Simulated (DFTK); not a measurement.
Re:

```xyz
2
Lattice="2.7608 0.0000 0.0000 -1.3804 2.3909 0.0000 0.0000 0.0000 4.4582" Properties=species:S:1:pos:R:3 pbc="T T T"
Re    1.3804    0.7970    3.3436
Re    0.0000    1.5939    1.1145
```

* Program: DFTK 0.8.2
* Task: single point
* Functional: PBE
* Potentials or basis: dojo.nc.sr.pbe.v0_4_1.standard.upf (PBE)
* Cutoff: 980 eV
* k mesh: 11 × 11 × 6
* Occupations: fermi-dirac, width 0.05 eV
* Spin: no spin polarisation

On this cell: pressure 5.8 GPa; largest force under 0.003 eV/Å; band gap on the k mesh none (metal or under the smearing width).

The same run follows on a disturbed copy (atoms moved at random, drawn with an rms of 0.05 Å):

```
CELL_PARAMETERS angstrom
2.76080 0.00000 0.00000
-1.38040 2.39092 0.00000
0.00000 0.00000 4.45820
ATOMIC_POSITIONS crystal
Re 0.66519 0.31579 0.76407
Re 0.32984 0.66561 0.24409
```

Task: What changes?

Result: The energy (extrapolated to zero smearing) moves by +11.6 meV/atom; pressure 7.2 GPa; largest force 0.556 eV/Å; band gap on the k mesh none (metal or under the smearing width).

Forces on the atoms (eV/Å):
```
Re  -0.156  0.213 -0.490
Re   0.156 -0.213  0.490
```

Stress tensor (GPa, compression positive):
```
 5.80  0.74  0.61
 0.74  7.73 -0.89
 0.61 -0.89  8.17
```
